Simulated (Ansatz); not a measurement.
Sc:

```
Sc
1.0
    -1.91721    1.91721    1.71760
     1.91721   -1.91721    1.71760
     1.91721    1.91721   -1.71760
Sc
1
Direct
  0.00000 0.00000 0.00000
```

This isn't the form of Sc at room conditions, which is hcp.

```yaml
Program: Ansatz 0.2.0
Task: relaxation of cell and atoms
Functional: BLYP
Dispersion: D4
Potentials_or_basis: SSSP efficiency PAW
Cutoff: 1225 eV
Density_cutoff: 12245 eV
k_mesh: 9 × 9 × 9
Occupations: fermi-dirac, width 0.05 eV
Spin: collinear spin, program default start
```

At the start: pressure -3.1 GPa; volume 25.25 Å³/atom.

Where does the relaxation end?

Over 10 steps the energy falls by 18.7 meV/atom and the volume is 23.71 Å³/atom (-6.1 %); space group I4/mmm (No. 139, to 0.05 Å); moment 0.00 μB per cell.

Step by step:
| step | energy change (eV) | largest force (eV/Å) | pressure (GPa) | volume (Å³) |
| --- | --- | --- | --- | --- |
| 1 | 0.0000 | 0.0000 | -3.13 | 25.25 |
| 2 | -0.0089 | 0.0000 | -2.19 | 24.72 |
| 3 | -0.0167 | 0.0000 | 0.17 | 23.58 |
| 4 | -0.0168 | 0.0000 | 0.03 | 23.64 |
| 5 | -0.0170 | 0.0000 | -0.13 | 23.71 |
| 6 | -0.0174 | 0.0000 | -0.33 | 23.81 |
| 7 | -0.0180 | 0.0000 | -0.44 | 23.87 |
| 8 | -0.0186 | 0.0000 | -0.28 | 23.82 |
| 9 | -0.0187 | 0.0000 | -0.08 | 23.74 |
| 10 | -0.0187 | 0.0000 | -0.01 | 23.71 |

Final structure:
```yaml
crystal:
  lattice:
    - [-1.82708, 1.82708, 1.77575]
    - [1.82708, -1.82708, 1.77575]
    - [1.82708, 1.82708, -1.77575]
  atoms:
    - { symbol: Sc, position: [0.00000, 0.00000, 0.00000] }
```

Caveat: the potentials were made for another functional, which shifts forces and pressure; the thresholds are loose for stress.
